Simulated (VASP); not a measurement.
Wanted: the native input for a VASP 6.6.1 run.

```yaml
Task: single point
Functional: PBE
Potentials_or_basis: VASP PAW PBE potentials, release 64 (B)
Cutoff: 520 eV
k_mesh: 9 × 9 × 9
Occupations: gaussian, width 0.1 eV
Spin: no spin polarisation
Dipole_correction: no
Further_INCAR_settings: ALGO = Fast; EDIFF = 1e-07; NBANDS = 14
```

The structure of B lies in POSCAR:

```
B
1.0
    1.4250032760      0.8227260250      4.1581244985
   -1.4250032760      0.8227260250      4.1581244985
    0.0000000000     -1.6454520500      4.1581244985
B
4
Direct
    0.0663695090      0.0663695090      0.0663695090
    0.9336304910      0.9336304910      0.9336304910
    0.1982606094      0.1982606094      0.1982606094
    0.8017393906      0.8017393906      0.8017393906
```

The cell was built by a generator and needn't be a form met in nature.

These files were run (other wordings do the same):

INCAR

```
PREC = Accurate
ENCUT = 520
EDIFF = 1E-7
ISMEAR = 0
SIGMA = 0.1
LREAL = F
LASPH = T
NELM = 100
ALGO = Fast
ISIF = 2
LWAVE = F
LCHARG = T
GGA = PE
LELF = T
LVHAR = T
NBANDS = 14
```

KPOINTS

```
Automatic mesh
0
Gamma
  9 9 9
```

Potentials or basis: VASP PAW PBE potentials, release 64 (B).

Run with:

```console
$ cat potpaw_PBE.64/B/POTCAR > POTCAR
$ mpirun -np 1 vasp_std > vasp.out
```

It gave:

```yaml
Pressure: 0.0 GPa
Largest_force: 0.021 eV/Å
Band_gap_on_the_k_mesh: none (metal or under the smearing width)
```

Wall time 30 s on 1 thread of Intel(R) Xeon(R) 6975P-C (Granite Rapids), on a shared host, peak memory 0.19 GiB.
